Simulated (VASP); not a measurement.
The system is NaH.

```
CELL_PARAMETERS angstrom
0.00000 2.44000 2.44000
2.44000 0.00000 2.44000
2.44000 2.44000 0.00000
ATOMIC_POSITIONS crystal
Na 0.00000 0.00000 0.00000
H 0.50000 0.50000 0.50000
```

Base run:

| Quantity | Value |
| --- | --- |
| Program | VASP 6.6.1 |
| Functional | r2SCAN-EpsX |
| Potentials or basis | VASP PAW PBE potentials, release 64 (Na_pv, H) |
| Cutoff | 520 eV |
| k mesh | 6 × 6 × 6 |
| Occupations | gaussian, width 0.02 eV |
| Spin | no spin polarisation |

Its results: band gap on the k mesh 6.33 eV, indirect (least direct gap 7.25 eV); pressure -1.4 GPa.

The run is repeated on the same cell with these changes: functional from r2SCAN-EpsX to PBE0. What comes out?

Band gap on the k mesh 5.51 eV, indirect (least direct gap 6.41 eV); pressure -1.0 GPa.

Caveats: the PAW data sets were made with another functional, which shifts forces and pressure a little.

A k mesh can miss the band edges.
